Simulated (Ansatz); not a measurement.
TaN:

```
CELL_PARAMETERS angstrom
0.00000 2.21132 2.21132
2.21132 0.00000 2.21132
2.21132 2.21132 0.00000
ATOMIC_POSITIONS crystal
Ta 0.50000 0.50000 0.50000
N 0.00000 0.00000 0.00000
```

The cell comes from a database or a generator and needn't be the stable form of this composition.

* Program: Ansatz 0.2.0
* Task: relaxation of cell and atoms
* Functional: PBEsol
* Dispersion: D3(BJ)
* Potentials or basis: Ansatz PAW
* Cutoff: 420 eV (not typed: the program's choice for these potentials)
* k mesh: 10 × 10 × 10
* Occupations: fermi-dirac, width 0.05 eV
* Spin: no spin polarisation

At the start: volume 10.81 Å³/atom.

How do energy, volume and symmetry change on relaxing?

It ends after 7 steps and the volume is 10.26 Å³/atom (-5.1 %); space group Fm-3m (No. 225, to 0.05 Å).

The path:
| step | energy change (eV) | largest force (eV/Å) | volume (Å³) |
| --- | --- | --- | --- |
| 1 | 0.0000 | 0.0000 | 21.63 |
| 2 | -0.0522 | 0.0000 | 20.01 |
| 3 | -0.0663 | 0.0000 | 20.58 |
| 4 | -0.0665 | 0.0000 | 20.53 |
| 5 | -0.0637 | 0.0000 | 20.53 |
| 6 | -0.0638 | 0.0000 | 20.52 |
| 7 | -0.0637 | 0.0000 | 20.52 |

Final structure:
```xyz
2
Lattice="0.0000 2.1729 2.1729 2.1729 0.0000 2.1729 2.1729 2.1729 0.0000" Properties=species:S:1:pos:R:3 pbc="T T T"
Ta    2.1729    2.1729    2.1729
N     0.0000    0.0000    0.0000
```

Caveat: the plane-wave basis is chosen anew once the cell has moved, so the energies of steps on either side of that aren't comparable; the pressure holds a Pulay correction of +0.5 GPa for the finite cutoff; the PAW data sets come from PBE, with cores solved anew for the run's functional, which leaves a small shift of forces and pressure.
